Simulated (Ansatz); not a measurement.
All numbers below come from DFT PBE, scalar-relativistic, plane waves, PAW (Ansatz 0.2.0). Several structures of Mg₂Si₃N₃ were relaxed, and the powder pattern of one of them was computed from 10° to 70° in 2θ (λ = 1.5406 Å; lines under 1 % are left out).

Cu Kα1 powder pattern (kinematic, no thermal factors).
```tsv
2θ (°)	relative intensity
15.88	36
25.53	11
30.16	2
30.77	79
32.07	8
34.26	100
38.01	8
40.36	5
41.86	29
42.67	6
43.63	12
44.60	2
45.81	4
48.96	5
50.83	2
52.46	52
53.34	2
53.88	17
56.36	11
58.59	2
58.86	2
62.32	2
62.71	12
64.10	2
64.76	2
65.25	18
65.42	22
66.93	2
```

Question: Which structure gives it?
A.

Space group P3m1 (No. 156). a = 3.108 Å, b = 3.108 Å, c = 12.513 Å, α = 90.00°, β = 90.00°, γ = 120.00°
```csv
atom,site,symmetry,x,y,z
Mg,1b,3m.,0.3333,0.6667,0.0623
Mg,1c,3m.,0.6667,0.3333,0.2693
Si,1c,3m.,0.6667,0.3333,0.8914
Si,1b,3m.,0.3333,0.6667,0.4972
Si,1c,3m.,0.6667,0.3333,0.7085
N,1b,3m.,0.3333,0.6667,0.2161
N,1c,3m.,0.6667,0.3333,0.4627
N,1b,3m.,0.3333,0.6667,0.6425
```

B.

Space group Cmm2 (No. 35). a = 5.922 Å, b = 6.801 Å, c = 5.577 Å, α = 90.00°, β = 90.00°, γ = 90.00°
```json
{"atom": "Mg", "site": "4d", "symmetry": ".m.", "x": "0.7514", "y": "0.0000", "z": "0.6808"}
{"atom": "Si", "site": "4e", "symmetry": "m..", "x": "0.5000", "y": "0.7771", "z": "0.2784"}
{"atom": "Si", "site": "2a", "symmetry": "mm2", "x": "0.0000", "y": "0.0000", "z": "0.0438"}
{"atom": "N", "site": "2b", "symmetry": "mm2", "x": "0.5000", "y": "0.0000", "z": "0.1100"}
{"atom": "N", "site": "4c", "symmetry": "..2", "x": "0.2500", "y": "0.2500", "z": "0.4638"}
```

C.

Space group P-62m (No. 189). a = 6.479 Å, b = 6.479 Å, c = 2.741 Å, α = 90.00°, β = 90.00°, γ = 120.00°
```csv
atom,site,symmetry,x,y,z
Mg,2c,-6..,0.6667,0.3333,0.0000
Si,3f,m2m,0.0000,0.2040,0.0000
N,3g,m2m,0.0000,0.3885,0.5000
```

Answer: B. Its strongest line, at 2θ = 34.26°, has d = λ/(2 sin θ) = 2.615 Å and is the (2 0 1) reflection of the conventional Cmm2 cell with a = 5.922 Å, b = 6.801 Å, c = 5.577 Å. The others have their strongest lines at 36.3° (A); 27.5° (C).

The cells needn't be stable.
